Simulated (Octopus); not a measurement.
# AlN (F-43m) in Octopus: reference runs

How does AlN come out in PBE? The cell is run as given and disturbed.

Program: Octopus 16.4. These are calculated values, not measurements. Logs are shortened: lines on timing, memory, paths and dates and some standing lists are left out, and cuts for length are marked.

**1. The crystal as given**

It takes space group F-43m (No. 216, cubic). The conventional cell has a = 4.368 Å, b = 4.368 Å, c = 4.368 Å, α = 90.00°, β = 90.00°, γ = 90.00°. Around Al (site symmetry -43m) lie 4 N at 1.89 Å. Around N (site symmetry -43m) lie 4 Al at 1.89 Å.

Measurements of this composition are mostly on another form, of space group No. 186.

**2. Single point, PBE**

inp reads:

```
CalculationMode = gs
UnitsOutput = eV_Angstrom
PeriodicDimensions = 3
ExperimentalFeatures = yes
PseudopotentialSet = pseudodojo_pbe
%LatticeParameters
 1*angstrom | 1*angstrom | 1*angstrom
%
%LatticeVectors
 0 | 2.1839935596 | 2.1839935596
 2.1839935596 | 0 | 2.1839935596
 2.1839935596 | 2.1839935596 | 0
%
%ReducedCoordinates
 "Al" | 0 | 0 | 0
 "N" | 0.25 | 0.25 | 0.25
%
%Spacing
 0.12869305*angstrom | 0.12869305*angstrom | 0.12869305*angstrom
%
DerivativesOrder = 8
%KPointsGrid
 10 | 10 | 10
%
KPointsUseSymmetries = yes
XCFunctional = gga_x_pbe + gga_c_pbe
SmearingFunction = fermi_dirac
Smearing = 0.05*eV
ExtraStates = 6
Eigensolver = chebyshev_filter
ConvRelDens = 3e-7
MaximumIter = 120
```

Potentials or basis: pseudodojo_pbe (PseudoDojo 0.5, PBE).

Launch:

```
$ OMP_NUM_THREADS=1 octopus > out.log
```

out.log:

```text
Running octopus

Version                : 16.4
Optional libraries     :

************************** Calculation Mode **************************
Input: [CalculationMode = gs]
**********************************************************************

Input: [SpinComponents = unpolarized]

******************************* Space ********************************
Octopus will run in 3 dimension(s).
Octopus will treat the system as periodic in 3 dimension(s).
**********************************************************************

Input: [AllElectronType = no]
Input: [PseudopotentialSet = pseudodojo_pbe]
Reading Coordinates from ReducedCoordinates block

****************************** Species *******************************
  Species 'Al'
    type             : pseudopotential
    file             : 'Al.upf'
    file format      : UPF2
    valence charge   : 3.0
    atomic number    :  13
    form on file     : kleinman-bylander
    lmax             : 2
    llocal           : -1
    projectors per l : 2
    total projectors : 6
    application form : kleinman-bylander
    orbitals         :  4
    bound orbitals   :  4

  Species 'N'
    type             : pseudopotential
    file             : 'N.upf'
    file format      : UPF2
    valence charge   : 5.0
    atomic number    :   7
    form on file     : kleinman-bylander
    lmax             : 1
    llocal           : -1
    projectors per l : 2
    total projectors : 4
    application form : kleinman-bylander
    orbitals         :  4
    bound orbitals   :  4

**********************************************************************

***************************** Symmetries *****************************
Space group No.  216
International: F-43m
Schoenflies: Td^2
Info: The system has    24 symmorphic symmetries that can be used.
  Index                Rotation matrix                      Fractional translations
    1 :     1   0   0     0   1   0     0   0   1      0.000000    0.000000    0.000000
    2 :     0   0  -1     1   0  -1     0   1  -1      0.000000    0.000000    0.000000
    3 :     0  -1   1     0  -1   0     1  -1   0      0.000000    0.000000    0.000000
    4 :    -1   1   0    -1   0   1    -1   0   0      0.000000    0.000000    0.000000
    5 :    -1   0   0    -1   0   1    -1   1   0      0.000000    0.000000    0.000000
    6 :     1  -1   0     0  -1   0     0  -1   1      0.000000    0.000000    0.000000
[... 16 lines left out ...]
   23 :     1   0  -1     0   0  -1     0   1  -1      0.000000    0.000000    0.000000
   24 :     0  -1   1     1  -1   0     0  -1   0      0.000000    0.000000    0.000000
Info: The system also has     0 nonsymmorphic symmetries (not used for electrons).
**********************************************************************

Input: [CurvMethod = curv_affine]
Input: [DerivativesStencil = stencil_stargeneral]

****************************** Lattice *******************************
  Lattice Vectors [A]
    0.000000    2.183994    2.183994
    2.183994    0.000000    2.183994
    2.183994    2.183994    0.000000
  Cell volume =            20.8345 [A^3]
  Reciprocal-Lattice Vectors [A^-1]
   -1.438462    1.438462    1.438462
    1.438462   -1.438462    1.438462
    1.438462    1.438462   -1.438462
  Cell angles [degree]
    alpha =   60.000
    beta  =   60.000
    gamma =   60.000
**********************************************************************

Checking if the generated full k-point grid is symmetric

    47 k-points generated from parameters :
 ---------------------------------------------------
    n =   10   10   10

    s1  =  0.00  0.00  0.00
[... 135 lines left out ...]
Input: [Eigensolver = chebyshev_filter]
Input: [SubspaceDiagonalization = standard]
**********************************************************************

Input: [MixField = potential] (what to mix during SCF cycles)
Input: [MixingScheme = broyden]
Info: Mixing uses    4 steps and restarts after   20 steps.
Input: [LCAOStart = lcao_states]
Input: [LCAOScaleFactor = 1.000]
Input: [LCAOMaximumOrbitalRadius = 10.58 A]

** Warning:
**   Cannot do LCAO for all states because there are not enough atomic orbitals.
**   Required: 10. Available: 8. 2 orbitals will be randomized.

Info: Unnormalized total charge =      7.996398
Info: Renormalized total charge =      8.000000

** Warning:
**   Symmetrization discrepancy ratio (scalar) =  1.21902E-04

Info: Setting up Hamiltonian.
Info: Performing initial LCAO calculation with      8 orbitals.
Info: Getting Hamiltonian matrix elements.

Eigenvalues [eV]
 #st  Spin   Eigenvalue      Occupation
#k =       1, k = (  0.000000,  0.000000,  0.000000)
   1   --   -13.963787       2.000000
   2   --     0.510631       2.000000
   3   --     0.510631       2.000000
   4   --     0.511927       2.000000
   5   --     6.692547       2.000000
   6   --    16.586932       0.000000
   7   --    16.587085       0.000000
   8   --    16.587085       0.000000
#k =       2, k = (  0.100000,  0.000000,  0.000000)
   1   --   -13.784761       2.000000
   2   --     0.279386       2.000000
   3   --     0.705923       2.000000
   4   --     0.707071       2.000000
   5   --     7.254958       2.000000
   6   --    16.839241       0.000000
   7   --    16.839372       0.000000
   8   --    17.000891       0.000000
[... 45 further k-points ...]
Fermi energy =     8.652487 eV
Generating random wavefunctions for states        9 and above
Orthogonalizing wavefunctions.
Info: Ground-state restart information will be written to 'restart/gs'.
Info: SCF using complex wavefunctions.
Info: Starting SCF iteration.

** Warning:
**   Symmetrization discrepancy ratio (scalar) =  1.06314E-01

*********************** SCF CYCLE ITER #    1 ************************
 etot  = -3.97951525E+02 abs_ev   =  3.03E+01 rel_ev   =  8.78E-01
 ediff =        1.46E+01 abs_dens =  2.35E+00 rel_dens =  2.93E-01
Matrix vector products: 1175
Converged eigenvectors: 0

#  State  KPoint  Eigenvalue [eV]  Occupation    Error
      1       1      -14.104976    2.000000   ( 6.7E-06)
      1       2      -13.987004    2.000000   ( 2.7E-05)
      1       3      -13.947857    2.000000   ( 2.5E-05)
      1       4      -13.798371    2.000000   ( 2.6E-05)
      1       5      -13.688995    2.000000   ( 6.2E-05)
      1       6      -13.657333    2.000000   ( 6.1E-05)
      1      10      -13.510838    2.000000   ( 5.3E-05)
      1       7      -13.423441    2.000000   ( 2.9E-05)
[... 23 lines left out ...]
     10      40       25.905562    0.000000   ( 1.6E-01)
     10      47       26.241867    0.000000   ( 1.1E-01)
     10      39       26.242276    0.000000   ( 1.3E-01)
     10      30       26.397659    0.000000   ( 1.5E-01)
     10      29       26.491211    0.000000   ( 1.7E-01)
     10      42       26.605072    0.000000   ( 1.2E-01)
     10      44       26.964619    0.000000   ( 1.3E-01)
     10      25       27.516312    0.000000   ( 1.2E-01)

Density of states:

-----------------------%----------------------------------------------
----------------------%%----------------------------------------------
---%------------------%%----------------------------------------------
---%--------------%---%%----------------------------------------------
---%--------------%---%%----------------------%%----------------------
---%--------------%--%%%--------------------%-%%-%%-------------------
--%%--------------%-%%%%--------------%----%%-%%-%%-------------------
--%%--------------%%%%%%--------------%%---%%%%%%%%%-%--%----%--------
-%%%-------------%%%%%%%------------%%%%%--%%%%%%%%%%%%%%-%%%%--%-----
-%%%-------------%%%%%%%%----------%%%%%%-%%%%%%%%%%%%%%%%%%%%%-%%%%-%
                          ^

Fermi energy =     1.437300 eV

**********************************************************************

*********************** SCF CYCLE ITER #    2 ************************
 etot  = -3.58283392E+02 abs_ev   =  1.52E+01 rel_ev   =  7.85E-01
 ediff =        1.46E+00 abs_dens =  9.78E-01 rel_dens =  1.22E-01
Matrix vector products: 1175
Converged eigenvectors: 0
[... 127 lines left out ...]
*********************** SCF CYCLE ITER #   13 ************************
 etot  = -3.48123869E+02 abs_ev   =  6.12E-06 rel_ev   =  4.04E-07
 ediff =        4.27E-07 abs_dens =  7.64E-07 rel_dens =  9.55E-08
Matrix vector products: 1175
Converged eigenvectors: 123

#  State  KPoint  Eigenvalue [eV]  Occupation    Error
      1       1      -11.812484    2.000000   ( 2.0E-08)
      1       2      -11.666180    2.000000   ( 1.7E-08)
      1       3      -11.617595    2.000000   ( 2.1E-08)
      1       4      -11.429681    2.000000   ( 1.8E-08)
      1       5      -11.291398    2.000000   ( 1.6E-08)
      1       6      -11.249723    2.000000   ( 1.8E-08)
      1      10      -11.065032    2.000000   ( 1.6E-08)
      1       7      -10.947690    2.000000   ( 1.9E-08)
[... 23 lines left out ...]
     10      43       24.070135    0.000000   ( 4.8E-02)
     10      34       24.407417    0.000000   ( 5.7E-02)
     10      30       24.540492    0.000000   ( 5.5E-02)
     10      39       24.782030    0.000000   ( 5.2E-02)
     10      46       25.166444    0.000000   ( 3.6E-02)
     10      44       25.883860    0.000000   ( 4.1E-02)
     10      42       25.884199    0.000000   ( 3.9E-02)
     10      47       26.695713    0.000000   ( 3.4E-02)

Density of states:

-------------------------------------------------%--------------------
----%-------------------%%----------------------%%--------------------
----%-------------------%%%---------------------%%--------------------
----%--------------%----%%%------------------%-%%%%-------------------
----%--------------%---%%%%------------------%-%%%%%------------------
----%-------------%%--%%%%%-----------%-%---%%-%%%%%--%-%----%--------
---%%%------------%%--%%%%%-----------%-%--%%%-%%%%%-%%-%---%%--------
---%%%------------%%%%%%%%%-----------%%%--%%%%%%%%%-%%%%%%-%%--%-----
--%%%%-----------%%%%%%%%%%---------%%%%%--%%%%%%%%%%%%%%%%%%%%-%-----
-%%%%%-----------%%%%%%%%%%%------%%%%%%%%-%%%%%%%%%%%%%%%%%%%%%%%%-%-
                              ^

Fermi energy =     5.001999 eV

**********************************************************************

Info: SCF converged in   13 iterations

** Warning:
**   Some of the states are not fully converged!

Info: Number of matrix-vector products:      15275
Info: Finished writing information to 'restart/gs'.

Octopus emitted 17 warnings.
```

It took 2.3 min on 1 thread of Arm Neoverse V2, shared host; peak memory 0.54 GiB.

What came out:

```
Free energy            : -348.1239 eV
Band gap on the k mesh : 3.32 eV, indirect (least direct gap 4.19 eV)
```

A k mesh can miss the band edges. A hybrid or GW would open this gap; PBE tends to underestimate it.

**3. Single point, PBE (atoms moved at random, drawn with an rms of 0.05 Å)**

inp: that of step 2 with these lines changed.

```diff
@@ -14,4 +14,4 @@
 %ReducedCoordinates
- "Al" | 0 | 0 | 0
- "N" | 0.25 | 0.25 | 0.25
+ "Al" | 0.000353 | -0.005977 | 0.011268
+ "N" | 0.247794 | 0.256198 | 0.241904
 %
```

Potentials or basis: pseudodojo_pbe (PseudoDojo 0.5, PBE).

Launch:

```
$ OMP_NUM_THREADS=1 octopus > out.log
```

It took 27 min on 1 thread of Arm Neoverse V2, shared host; peak memory 4.8 GiB.

It converged, with:

| Property | Result |
| --- | --- |
| Free energy | -348.1021 eV |
| Largest force | 0.768 eV/Å |
| Band gap on the k mesh | 3.17 eV, indirect (least direct gap 4.03 eV) |

Forces on the atoms (eV/Å):
```
Al  -0.174 -0.697  0.270
N    0.174  0.697 -0.270
```

Levels at points of the mesh, in eV from the valence-band top:
```tsv
k point	band 2	band 3	band 4	band 5	band 6	band 7
(0.00, 0.00, 0.00)	-0.28	-0.18	0.00	4.03	12.42	12.44
(0.50, 0.00, 0.00)	-6.00	-0.75	-0.54	7.23	9.69	10.95
(0.00, 0.50, 0.00)	-6.05	-0.67	-0.51	7.20	9.65	10.98
(0.00, 0.00, 0.50)	-5.94	-0.75	-0.66	7.28	9.73	10.96
(0.50, 0.50, 0.00)	-5.05	-1.97	-1.89	3.17	8.48	13.74
(0.50, 0.00, 0.50)	-5.05	-2.02	-1.84	3.17	8.50	13.75
(0.00, 0.50, 0.50)	-5.05	-1.96	-1.89	3.17	8.48	13.74
(0.50, 0.50, 0.50)	-6.04	-0.69	-0.51	7.21	9.66	10.97
```

A k mesh can miss the band edges.
